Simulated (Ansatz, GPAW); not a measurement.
Given: the input of a run of GPAW 26.7.0 (ASE script) on MnS. 

Contents of run.py:

```python
from ase import Atoms
from ase.dft.bandgap import bandgap
from ase.io import write
from ase.units import Bohr, GPa
from gpaw import GPAW, PW
from gpaw.elf import elf_from_dft_calculation

atoms = Atoms(['Mn', 'S'],
              cell=[[0.0, 2.6045, 2.6045],
                    [2.6045, 0.0, 2.6045],
                    [2.6045, 2.6045, 0.0]],
              scaled_positions=[[0.0, 0.0, 0.0],
                                [0.5, 0.5, 0.5]],
              pbc=True)
atoms.set_initial_magnetic_moments([4.0, 0.0])

calc = GPAW(mode=PW(600),
            xc='PBE',
            kpts={'size': (9, 9, 9), 'gamma': True},
            occupations={'name': 'methfessel-paxton', 'order': 0, 'width': 0.025},
            nbands=21,
            convergence={'density': 1e-05, 'energy': 1e-05},
            maxiter=150,
            txt='gpaw.txt')
atoms.calc = calc
energy = atoms.get_potential_energy()
forces = atoms.get_forces()
stress = atoms.get_stress()
calc.write('gs.gpw')
write('result.traj', atoms)
print(f'Energy: {energy:.6f} eV')
print('Forces (eV/A):')
print(forces.round(4))
print('Stress (GPa):', (stress / GPa).round(3))
print('Moments:', calc.get_magnetic_moments().round(3))
print('Fermi level:', round(calc.get_fermi_level(), 4), 'eV')
print(f'Gap: {bandgap(calc)[0]:.4f} eV, direct: {bandgap(calc, direct=True)[0]:.4f} eV')

# fields on the real-space grid
write('density.cube', atoms, data=calc.get_pseudo_density() * Bohr**3)
write('potential.cube', atoms, data=calc.get_electrostatic_potential())
write('spin.cube', atoms, data=(calc.get_pseudo_density(spin=0) - calc.get_pseudo_density(spin=1)) * Bohr**3)
write('elf.cube', atoms, data=elf_from_dft_calculation(calc).data)
```

Potentials or basis: GPAW PAW data sets (gpaw-data 1.2.1), pw.

Run with:

```console
$ OMP_NUM_THREADS=1 python run.py
```

Task: Translate it to Ansatz 0.2.0. Potentials or basis there: all-electron LAPW, scalar-relativistic.

Result: As run (cutoffs and basis follow the program's own potentials, and thresholds, step limits or extra output files can differ):

The input input.yaml:

```yaml
crystal:
  lattice:
    - [0.0, 2.6045, 2.6045]
    - [2.6045, 0.0, 2.6045]
    - [2.6045, 2.6045, 0.0]
  atoms:
    - { symbol: Mn, position: [0.0, 0.0, 0.0], spin: 4.0 }
    - { symbol: S, position: [0.5, 0.5, 0.5] }
kpoints:
  mp_grid: { grid: [9, 9, 9] }
scf:
  occupations: { method: gaussian, width: 0.025 }
hamiltonian:
  xc: pbe
  pseudopotentials: { kind: all_electron, lapw: { basis_error: 0.001 } }
magnetization:
  spin_polarized: true
output:
  forces: true
  stress: true
  eigenvalues: true
```

Potentials or basis: all-electron LAPW, scalar-relativistic.

Launch:

```console
$ ansatz run input.yaml --threads 2 --pin off --max-ram 6144MiB --backend cpu --events-out ev --progress --plain --runs-dir out
```

Both were run:

|  | GPAW | Ansatz |
| --- | --- | --- |
| Pressure | -2.9 GPa | -2.8 GPa |
| Net moment | 4.70 μB per cell | 4.72 μB per cell |

Where Ansatz's input types no cutoff or centring, it takes its own default and a Γ-centred mesh.

The magnetic state is the one that the start led to; the real crystal's order can differ.

Pressure is positive in compression.
